Q: I read this list as a ladder. More computing time ought to bring the band gap closer to a settled value, but the gap jumps up and down from row to row. Is the crystal changing between the rows?

Si3Ge (space group P-4m2, four atoms per primitive cell) by methods of rising cost, without spin polarisation or spin-orbit coupling. Band gaps and times are for single-point calculations on the cell relaxed with r2SCAN. Volumes come from each method's own relaxation or energy curve, and bulk moduli are for fixed cell shape.

```
               name                 kind  band gap (eV)  volume per atom (Å³)  bulk modulus (GPa)  atoms computed  rough processor time, order of size (s)
      SiCGe.tersoff          force field            n/a                20.641               91.80               4                                      0.1
PBE coarse-settings  low cutoff and mesh          0.377                   n/a                 n/a               4                                        2
            PBE SZV          small basis          2.331                21.722               86.50               4                                        5
                PBE            semilocal          0.381                21.170               81.60               4                                        7
    GFN1-xTB tblite        tight binding          0.165                22.727               82.90              72                                        7
    GFN2-xTB tblite        tight binding          1.472                20.030               97.80              72                                        8
    PBE sz-orbitals          small basis          1.294                   n/a                 n/a               4                                       10
           PBE DZVP          small basis          0.401                21.210               81.60               4                                       10
                PM7       semi-empirical          5.808                18.539              194.50              72                                       10
            GLLB-SC      model potential          0.699                   n/a                 n/a               4                                       20
             r2SCAN            semilocal          0.569                20.725               90.90               4                                       20
                PM6       semi-empirical          4.081                   n/a                 n/a              72                                       60
```

A: The crystal is the same for every gap, down to the positions of the atoms, so the jumps come from the methods. The times order the rows by effort, and only roughly. Part of the effort goes into size: the tight-binding and semi-empirical rows treat 72 atoms, the others 4. A long run with a crude description of the electrons is still a crude description.

Q: Then why do the volumes agree so much better than the gaps?

A: Because they ask different things of the electrons. Volume and stiffness follow from the total energy, and that is decided by the filled states, which here are the bonds. A gap is the distance from the highest filled state to the lowest empty one. A method can therefore describe the bonds fairly well and still put the empty states in the wrong place.

Q: Can you show that with two rows that differ in one thing only?

A: Take PBE with the SZV basis and with the DZVP basis. SZV gives each atom one s function and one set of p functions for its valence electrons. DZVP gives a second set and adds d functions. The volume shrinks by little more than 2% on going to DZVP, while the gap falls from 2.33 to 0.40 eV. Plane waves, which don't depend on a choice of atomic functions, give 0.38 eV, so the large gap belongs to the small basis and not to PBE.

Q: Why should a few more functions matter so much to an empty state?

A: The small set is made to describe bonds. In silicon-like crystals the lowest empty states lie near a point of the band structure called X, and there the electron spreads into the open spaces between the bonds. One s and three p functions per atom are known to describe such a state badly. With too few functions its wave is forced into an unsuitable shape, and its energy comes out too high.

The same calculations show this happening. In this four-atom cell one of silicon's X points appears at the zone centre, and others appear at the point M, where plane-wave PBE has its lowest empty state. With plane waves the lowest empty state at the zone centre lies only about 0.6 eV above the filled ones. With SZV nothing empty lies there below 2.96 eV, so the X state has risen at least that far; the level at 2.96 eV is expected to be a different state that it has passed on the way up. The lowest empty state has left M for the point Z, halfway between silicon's zone centre and X. DZVP brings in its extra functions together, so this comparison can't tell how much the d functions do alone.

Q: The other minimal basis, called sz-orbitals, gives 1.29 eV. I recall about 1 eV for silicon-rich alloys. Isn't that better than the full PBE calculation?

A: It is closer to your rough figure, but for a bad reason. PBE is known to make such gaps too small, and a minimal basis pushes the empty states up. The two errors partly cancel. The two minimal bases differ from each other by 1.0 eV, so the size of this cancellation depends on the shape of the functions and can't be relied on.

Q: What do r2SCAN and GLLB-SC do differently, if both use a good description of the empty states?

A: They change the physics of the potential. In PBE every electron moves in one potential built from the density and its slope. r2SCAN also uses the kinetic energy density of the orbitals, so it can act differently on filled and empty states. GLLB-SC models one part of the exchange potential, called the response part, with the help of the orbital energies. Both changes usually widen a semiconductor's gap, and here they raise it by 0.19 and 0.32 eV above PBE. GLLB-SC also supplies a separate correction, the derivative discontinuity, to be added to its orbital gap; the table doesn't say whether its value includes it.

Both values remain below your rough 1 eV. Spin-orbit coupling is left out of the calculations, but it would lower the gap a little more. Your figure is also for a random alloy, and this crystal is ordered. Silicon has two empty states of equal energy at X, and the regular pattern of Si and Ge is expected to split them at M. That pushes one of them down, holds the minimum at M and makes the gap smaller than in the alloy.

Q: And PM6 and PM7? Their gaps are more than ten times that of PBE.

A: Those are gaps between Hartree-Fock orbitals. In that picture an added electron meets the full repulsion of the others, which stay as they were. In a real semiconductor the other electrons shift and screen the added charge, and they do the same for the hole left by a removed electron. This makes it much cheaper to separate the two charges. Without that screening the gap comes out far too large, and in a solid that screens as strongly as silicon the error is severe. Both methods also use a very small set of atomic functions, and SZV shows that this alone can lift the empty states; the table can't separate the two causes. The fitted parameters matter too: the two methods share this picture and still differ by 1.7 eV.

Q: Could the 72-atom cells be to blame instead?

A: They add an error, but most likely a smaller one. The repeated cell samples only some wave vectors, and M is not among them. For given bands, leaving out a point can only widen the gap; with PBE's bands the gap would rise by at most 0.25 eV above the 0.38 eV in the table. PM6 lies 3.7 eV above PBE, and PM7 still higher. This bound is for PBE's bands only: Hartree-Fock exchange reaches far, and how much the finite cell changes it is not tested here.

Q: The two GFN rows use the same 72 atoms. Why does one give almost no gap and the other 1.5 eV?

A: They differ in their parameters and in some energy terms, and both were fitted to molecules. Such a fit is concerned mainly with shapes and energies, which again depend on the filled states. My guess is that the empty states of a crystal were left loosely fixed and fell on different sides in the two versions. Even the bonds don't carry over safely: the GFN1 volume is 13% larger than the GFN2 volume.

Q: Let me turn to stiffness. r2SCAN gives a stiffer crystal than PBE. Does it describe a stronger spring?

A: Mostly it describes the same spring at a shorter length. PBE is known to make bonds in such crystals slightly too long, and r2SCAN shortens them. A compressed crystal is stiffer, because the repulsion between atoms climbs steeply as they approach. One can ask how stiff PBE's own crystal would be if it were squeezed to the r2SCAN volume.

Q: How would you work that out?

A: Let E be the energy and V the volume, both per atom. The bulk modulus B is the curvature of the energy curve times the volume:

B = V d²E/dV²

Suppose that another method differs from PBE only by an energy that grows in proportion to V. This acts like a constant pressure: it moves the minimum but leaves the curvature at each volume as it was. The other method's modulus is then PBE's modulus at the new volume. For many solids B rises by roughly 4 GPa for each GPa of pressure, which gives

B(V) = B_PBE (V_PBE/V)⁴

For r2SCAN this is

81.6 GPa × (21.170/20.725)⁴ ≈ 89 GPa

The full calculation gives 91 GPa. No constant was adjusted to these rows, and on this rough estimate the change of volume accounts for about three quarters of the rise. The share depends on the rough value 4: a somewhat larger one would account for more, a smaller one for less.

Q: Does it work for the others?

A: It works where the other method's energy curve is bent like PBE's at the same volume, and its failures are useful. PM7 is so dense that the estimate already rises to 139 GPa, yet the computed modulus is 195 GPa. Its energy curve is therefore too sharply bent as well as displaced. GFN1 and PBE with SZV are also clearly stiffer than their large volumes suggest. For SZV a likely reason is that the few functions can't adapt when the atoms move, so the energy rises too fast. The printed output below gives the estimate for each row with a volume.

Q: The force field comes within about 1% of r2SCAN in both volume and modulus, at almost no cost. Why not use it for everything mechanical?

A: It contains no electrons, only a rule for the energy of bonds and angles, so it has no gap to offer. Its rule was fitted to a few properties, mainly of simple crystals, and a perfect crystal with ordinary bonds lies close to what such a fit covers. The agreement here doesn't show that it would describe a surface or a broken bond. r2SCAN is also only a comparison here, not a measurement.

Q: One cheap row looks harmless: PBE with coarse settings. May I use it to save time?

A: For this gap, yes: it changes by only a few meV. It helps that the coarse mesh still contains both the zone centre and M. For the shape of the cell, no. On the same cell the full settings give nearly equal pressure along the two kinds of axis, about 1.8 GPa. The coarse ones give 2.7 GPa along one and 1.1 GPa along the other, and would distort the crystal for no physical reason.

Q: So how should I judge a cheap method before I trust it?

A: Ask which states your property needs. For a volume or a modulus, check the bonds against a converged calculation, because PM7 and GFN1 show that even these can go wrong. For a gap, check the empty states too: enlarge the basis, and see whether the gap holds. If it changes a great deal, as with SZV, the first gap described the basis more than the crystal, whether or not the lowest empty state has moved to another point of the band structure.

The analysis program printed:

```
Each row against plane-wave PBE:
                  row  gap less PBE in eV  volume change in %  modulus expected from volume in GPa  computed less expected in GPa
        SiCGe.tersoff                 n/a              -2.499                                90.29                          1.508
  PBE coarse-settings              -0.004                 n/a                                  n/a                            n/a
              PBE SZV                1.95               2.607                                73.62                          12.88
                  PBE                   0                   0                                 81.6                              0
      GFN1-xTB tblite              -0.216               7.355                                61.43                          21.47
      GFN2-xTB tblite               1.091              -5.385                                101.8                         -4.024
      PBE sz-orbitals               0.913                 n/a                                  n/a                            n/a
             PBE DZVP                0.02              0.1889                                80.99                         0.6138
                  PM7               5.427              -12.43                                138.7                          55.75
              GLLB-SC               0.318                 n/a                                  n/a                            n/a
               r2SCAN               0.188              -2.102                                88.84                          2.063
                  PM6                 3.7                 n/a                                  n/a                            n/a
PBE gap, coarse less full settings, meV: -4
PBE gap, DZVP less plane waves, meV: 20
PBE gap, SZV less DZVP, eV: 1.93
gap, SZV less sz-orbitals, eV: 1.037
direct gap at zone centre, SZV less plane waves, eV: 2.324
PBE, lowest empty level at zone centre above that at M, eV: 0.253
gap, GFN2 less GFN1, eV: 1.307
volume, GFN1 above GFN2, %: 13.46
gap of PM6 over gap of PBE, ratio: 10.71
gap of PM7 over gap of PBE, ratio: 15.24
mean length change, PM7 against PBE, %: -4.327
modulus of PM7 over modulus of r2SCAN, ratio: 2.14
modulus, r2SCAN less PBE, GPa: 9.3
share of that rise expected from volume, %: 77.82
share of the PM7 rise over PBE expected from volume, %: 50.62
PM7 modulus expected if the exponent were 5, GPa: 158.4
volume, force field against r2SCAN, %: -0.4053
modulus, force field against r2SCAN, %: 0.9901
```
